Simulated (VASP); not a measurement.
# Ba in VASP: convergence with ENAUG

Aim: find how far ENAUG must go before the results for Ba settle, at LDA. This setting moves, with any that are tied to it; all else stays.

All numbers are computed with VASP 6.6.1; they aren't measurements. Logs are shortened: lines on timing, memory, paths and dates and some standing lists are left out, and cuts for length are marked.

### 1 The structure

The cell holds a slab with vacuum, 2 atoms: a = 3.910 Å, b = 4.141 Å, c = 20.700 Å, α = 90.00°, β = 90.00°, γ = 118.17°.

The slab is cut from a database's or a generator's crystal, which needn't be the stable form of the element.

### 2 With ENAUG 300

File INCAR:

```
ALGO = Normal ; EDIFF = 1E-7
ENAUG = 300 ; ENCUT = 500
ISIF = 2 ; ISMEAR = 0
LASPH = True ; LCHARG = False
LREAL = False ; LWAVE = False
NELM = 60 ; PREC = Medium
SIGMA = 0.02
```

File KPOINTS:

```
k-points
0
Gamma
  6 6 1
```

File POSCAR:

```
Ba
1.0
    3.9100000000      0.0000000000      0.0000000000
   -1.9550000000      3.6500000000      0.0000000000
    0.0000000000      0.0000000000     20.7000000000
Ba
2
Direct
    0.0000000000      0.0000000000      0.3623188406
    0.0000000000      0.0000000000      0.6376811594
```

Potentials or basis: VASP PAW LDA potentials, release 64 (Ba_sv).

Command:

```console
$ cat potpaw_LDA.64/Ba_sv/POTCAR > POTCAR
$ mpirun -np 1 vasp_std > vasp.out
```

OUTCAR:

```text
EDIFF = 1E-7
   ENCUT = 500
   ISIF = 2
   ISMEAR = 0
   LASPH = True
   LREAL = False
   NELM = 60
   PREC = Medium

 Found     13 irreducible k-points:

 Following reciprocal coordinates:
            Coordinates               Weight
  0.000000  0.000000  0.000000      1.000000
  0.166667 -0.000000  0.000000      4.000000
  0.333333 -0.000000  0.000000      4.000000
  0.500000 -0.000000  0.000000      2.000000
  0.000000  0.166667  0.000000      2.000000
  0.166667  0.166667  0.000000      4.000000
   k-points           NKPTS =     13   k-points in BZ     NKDIM =     13   number of bands    NBANDS=     14
   number of dos      NEDOS =    301   number of ions     NIONS =      2
   total plane-waves  NPLWV =  69120
   dimension x,y,z NGX =    24 NGY =   24 NGZ =  120
   dimension x,y,z NGXF=    24 NGYF=   24 NGZF=  120
   ions per type =               2
   NGX,Y,Z   is equivalent  to a cutoff of  10.20,  9.64,  9.64 a.u.
   NGXF,Y,Z  is equivalent  to a cutoff of  10.20,  9.64,  9.64 a.u.
 SYSTEM =  unknown system
   PREC   = medium    normal or accurate (medium, high low for compatibility)
   ISTART =      0    job   : 0-new  1-cont  2-samecut
   ICHARG =      2    charge: 1-file 2-atom 10-const
   ISPIN  =      1    spin polarized calculation?
   LNONCOLLINEAR =      F non collinear calculations
   LSORBIT =      F    spin-orbit coupling
   LASPH  =      T    aspherical Exc in radial PAW
   ENCUT  =  500.0 eV  36.75 Ry    6.06 a.u.   7.13  7.55 37.74*2*pi/ulx,y,z
   NELM   =     60;   NELMIN=  2; NELMDL= -5     # of ELM steps
   EDIFF  = 0.1E-06   stopping-criterion for ELM
   LREAL  =      F    real-space projection
   EDIFFG = 0.1E-05   stopping-criterion for IOM
   NSW    =      0    number of steps for IOM
   IBRION =     -1    ionic relax: 0-MD 1-quasi-New 2-CG
   NFREE  =      0    steps in history (QN), initial steepest desc. (CG)
[... 38 lines left out ...]
  ---------------------------------------------------
  free energy    TOTEN  =        -2.89894528 eV

  energy without entropy =       -2.89697491  energy(sigma->0) =       -2.89796010

 E-fermi :  -0.7563     XC(G=0):  -4.0517

 val. band max:       -0.7595168721   @ k =   0.3333  -0.0000   0.0000
 cond. band min:      -0.7281363723   @ k =   0.0000   0.1667   0.0000
 fundamental gap:      0.0313804997
 Fermi energy:        -0.7562896627

 k-point     1 :       0.0000    0.0000    0.0000
  band No.  band energies     occupation
      1     -29.7996      2.00000
      2     -29.7994      2.00000
      3     -15.1643      2.00000
      4     -15.1537      2.00000
      5     -14.5421      2.00000
      6     -14.5417      2.00000
      7     -14.4903      2.00000
      8     -14.4900      2.00000
      9      -3.0069      2.00000
     10      -2.7187      2.00000
     11      -0.8581      2.00000
     12      -0.4648      0.00000
     13      -0.4558      0.00000
     14       0.7307      0.00000
[... 71 lines left out ...]
      1     -29.7489      2.00000
      2     -29.7487      2.00000
      3     -15.0865      2.00000
      4     -15.0776      2.00000
      5     -14.9614      2.00000
      6     -14.9605      2.00000
      7     -14.6985      2.00000
      8     -14.6980      2.00000
      9      -1.6044      2.00000
     10      -1.2343      2.00000
     11      -0.6394      0.00000
     12      -0.0252      0.00000
     13       0.0191      0.00000
     14       0.0611      0.00000

 [... further k-points ...]
[... 5 lines left out ...]
  --------------------------------------------------------------------------------------
  -------------------------------------------------------------------------------------
  Total        1.5782690      0.6422996     -1.2351474      0.0000000      0.0000000      0.0000000
  in kB        8.5595638      3.4834397     -6.6986826      0.0000000      0.0000000      0.0000000
  external PRESSURE =       1.7814403 kB  Pullay stress =       0.0000000 kB

 VOLUME and BASIS-vectors are now :
 -----------------------------------------------------------------------------
  energy-cutoff  :      500.00
  volume of cell :      295.42
      direct lattice vectors                 reciprocal lattice vectors
     3.910000000  0.000000000  0.000000000     0.255754476  0.136986301  0.000000000
    -1.955000000  3.650000000  0.000000000     0.000000000  0.273972603  0.000000000
     0.000000000  0.000000000 20.700000000     0.000000000  0.000000000  0.048309179

 POSITION                                       TOTAL-FORCE (eV/Angst)
 -----------------------------------------------------------------------------------
      0.00000      0.00000      7.50000         0.000000      0.000000      0.213189
      0.00000      0.00000     13.20000        -0.000000      0.000000     -0.213189
 -----------------------------------------------------------------------------------
    total drift:                                0.000000     -0.000000      0.000000

  FREE ENERGIE OF THE ION-ELECTRON SYSTEM (eV)
  ---------------------------------------------------
  free  energy   TOTEN  =        -2.8989452800 eV

  energy  without entropy=       -2.8969749136  energy(sigma->0) =       -2.89796010
```

stdout:

```text
POSCAR found type information on POSCAR Ba
 POSCAR found :  1 types and       2 ions
 scaLAPACK will be used
 LDA part: xc-table for (Slater(with rela. corr.)+CA(PZ))
 , standard interpolation
 POSCAR, INCAR and KPOINTS ok, starting setup
 FFT: planning ... GRIDC
 FFT: planning ... GRID_SOFT
 FFT: planning ... GRID
 WAVECAR not read
 entering main loop
```

Run time: 22 s. Hardware: 1 thread of Intel Xeon Platinum 8488C (Sapphire Rapids), shared host; peak memory 0.17 GiB.

What came out:

```
Free energy            : -2.8989 eV
Largest force          : 0.213 eV/Å
Band gap on the k mesh : none (metal or under the smearing width)
```

### 3 With ENAUG 400

INCAR: that of step 2 with these lines changed.

```diff
@@ -1,3 +1,3 @@
 ALGO = Normal ; EDIFF = 1E-7
-ENAUG = 300 ; ENCUT = 500
+ENAUG = 400 ; ENCUT = 500
 ISIF = 2 ; ISMEAR = 0
```

KPOINTS is that of step 2.

POSCAR is that of step 2.

Potentials or basis: VASP PAW LDA potentials, release 64 (Ba_sv).

Command:

```console
$ cat potpaw_LDA.64/Ba_sv/POTCAR > POTCAR
$ mpirun -np 1 vasp_std > vasp.out
```

It took 23 s on 1 thread of Intel Xeon Platinum 8488C (Sapphire Rapids), shared host; peak memory 0.18 GiB.

What came out:

| Item | Value |
| --- | --- |
| Free energy | -2.8990 eV |
| Largest force | 0.210 eV/Å |
| Band gap on the k mesh | none (metal or under the smearing width) |

### 4 With ENAUG 500

INCAR: that of step 3 with these lines changed.

```diff
@@ -1,3 +1,3 @@
 ALGO = Normal ; EDIFF = 1E-7
-ENAUG = 400 ; ENCUT = 500
+ENAUG = 500 ; ENCUT = 500
 ISIF = 2 ; ISMEAR = 0
```

KPOINTS is that of step 3.

POSCAR is that of step 3.

Command:

```console
$ cat potpaw_LDA.64/Ba_sv/POTCAR > POTCAR
$ mpirun -np 1 vasp_std > vasp.out
```

It took 22 s on 1 thread of Intel Xeon Platinum 8488C (Sapphire Rapids), shared host; peak memory 0.18 GiB.

What came out:

```yaml
Free_energy: -2.8990 eV
Largest_force: 0.212 eV/Å
Band_gap_on_the_k_mesh: none (metal or under the smearing width)
```

### 5 With ENAUG 700

INCAR: that of step 4 with these lines changed.

```diff
@@ -1,3 +1,3 @@
 ALGO = Normal ; EDIFF = 1E-7
-ENAUG = 500 ; ENCUT = 500
+ENAUG = 700 ; ENCUT = 500
 ISIF = 2 ; ISMEAR = 0
```

KPOINTS is that of step 4.

POSCAR is that of step 4.

Command:

```console
$ cat potpaw_LDA.64/Ba_sv/POTCAR > POTCAR
$ mpirun -np 1 vasp_std > vasp.out
```

Wall time 22 s (1 thread of Intel Xeon Platinum 8488C (Sapphire Rapids), shared host); peak memory 0.19 GiB.

What came out:

| Item | Value |
| --- | --- |
| Free energy | -2.8990 eV |
| Largest force | 0.212 eV/Å |
| Band gap on the k mesh | none (metal or under the smearing width) |

### 6 With ENAUG 900

INCAR: that of step 5 with these lines changed.

```diff
@@ -1,3 +1,3 @@
 ALGO = Normal ; EDIFF = 1E-7
-ENAUG = 700 ; ENCUT = 500
+ENAUG = 900 ; ENCUT = 500
 ISIF = 2 ; ISMEAR = 0
```

KPOINTS is that of step 5.

POSCAR is that of step 5.

Potentials or basis: VASP PAW LDA potentials, release 64 (Ba_sv).

Command:

```console
$ cat potpaw_LDA.64/Ba_sv/POTCAR > POTCAR
$ mpirun -np 1 vasp_std > vasp.out
```

Wall time 22 s (1 thread of Intel Xeon Platinum 8488C (Sapphire Rapids), shared host); peak memory 0.2 GiB.

What came out:

```yaml
Free_energy: -2.8989 eV
Largest_force: 0.214 eV/Å
Band_gap_on_the_k_mesh: none (metal or under the smearing width)
```

### 7 With ENAUG 1200

INCAR: that of step 6 with these lines changed.

```diff
@@ -1,3 +1,3 @@
 ALGO = Normal ; EDIFF = 1E-7
-ENAUG = 900 ; ENCUT = 500
+ENAUG = 1200 ; ENCUT = 500
 ISIF = 2 ; ISMEAR = 0
```

KPOINTS is that of step 6.

POSCAR is that of step 6.

Command:

```console
$ cat potpaw_LDA.64/Ba_sv/POTCAR > POTCAR
$ mpirun -np 1 vasp_std > vasp.out
```

It took 23 s on 1 thread of Intel Xeon Platinum 8488C (Sapphire Rapids), shared host; peak memory 0.22 GiB.

What came out:

```
Free energy            : -2.8990 eV
Largest force          : 0.213 eV/Å
Band gap on the k mesh : none (metal or under the smearing width)
```

### 8 With ENAUG 1600

INCAR: that of step 7 with these lines changed.

```diff
@@ -1,3 +1,3 @@
 ALGO = Normal ; EDIFF = 1E-7
-ENAUG = 1200 ; ENCUT = 500
+ENAUG = 1600 ; ENCUT = 500
 ISIF = 2 ; ISMEAR = 0
```

KPOINTS is that of step 7.

POSCAR is that of step 7.

Command:

```console
$ cat potpaw_LDA.64/Ba_sv/POTCAR > POTCAR
$ mpirun -np 1 vasp_std > vasp.out
```

Run time: 24 s. Hardware: 1 thread of Intel Xeon Platinum 8488C (Sapphire Rapids), shared host; peak memory 0.24 GiB.

The run converged. Its results:

- Free energy: -2.8990 eV
- Largest force: 0.214 eV/Å
- Band gap on the k mesh: none (metal or under the smearing width)

### 9 Result

```csv
ENAUG,"energy less the tightest run, at zero smearing (meV/atom)",largest force (eV/Å),SCF cycles,CPU time (s),peak memory (GiB)
300,0.02,0.213,21,20,0.17
400,-0.03,0.210,21,21,0.18
500,0.01,0.212,21,21,0.18
700,-0.02,0.212,21,21,0.19
900,0.02,0.214,21,21,0.2
1200,0.01,0.213,21,21,0.22
1600,0.00,0.214,21,22,0.24
```

Against the tightest run, the energy stays within 1 meV/atom from 300 on; the largest force stays within 0.005 eV/Å from 300 on. The tightest run that finished is the yardstick and may itself not be fully converged.
